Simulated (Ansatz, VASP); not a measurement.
**Al: VASP beside Ansatz**

INCAR

```
SYSTEM = Al
  ALGO = Normal
  EDIFF = 1E-7
  ENCUT = 520
  GGA = CA
  ISIF = 2
  ISMEAR = -1
  LASPH = .TRUE.
  LCHARG = .FALSE.
  LREAL = .FALSE.
  LWAVE = .FALSE.
  NBANDS = 8
  NELM = 60
  PREC = Accurate
  SIGMA = 0.08
```

File KPOINTS:

```
k-points
0
G
  19 19 19
  0 0 0
```

Contents of POSCAR:

```
Al
1.0
   -1.4549926304      1.4549926304      1.4549926304
    1.4549926304     -1.4549926304      1.4549926304
    1.4549926304      1.4549926304     -1.4549926304
Al
1
Direct
    0.0000000000      0.0000000000      0.0000000000
```

Input for Ansatz:

```yaml
crystal:
  lattice:
    - [-1.4549926304, 1.4549926304, 1.4549926304]
    - [1.4549926304, -1.4549926304, 1.4549926304]
    - [1.4549926304, 1.4549926304, -1.4549926304]
  atoms:
    - { symbol: Al, position: [0.0, 0.0, 0.0] }
kpoints:
  mp_grid: { grid: [19, 19, 19] }
scf:
  occupations: { method: fermi_dirac, width: 0.08 }
hamiltonian:
  xc: lda
  pseudopotentials: { kind: all_electron, lapw: { basis_error: 0.001 } }
output:
  forces: true
  stress: true
  eigenvalues: true
  populations: true
```

Change from the starting cell: volume scaled by 0.76, LAPW.

Alike in both runs: task single point; functional LDA; k mesh 19 × 19 × 19; occupations fermi-dirac, width 0.08 eV; no spin polarisation.

|  | VASP | Ansatz |
| --- | --- | --- |
| version | VASP 6.6.1 | Ansatz 0.2.0 |
| potentials or method | VASP PAW LDA potentials, release 64 (Al) | all-electron LAPW, scalar-relativistic |
| plane-wave cutoff (eV) | 520 | see its input |

Ansatz gave:

```
pressure (GPa) : 36.4
```

Estimate VASP's values.

pressure (GPa): 36.9.

Ansatz ran all-electron here, so the differences hold the error of VASP's frozen core and of both bases.

Caveats: so large a pressure means that the cell lies far from this level's equilibrium, or that cutoff or potentials fall short (VASP).
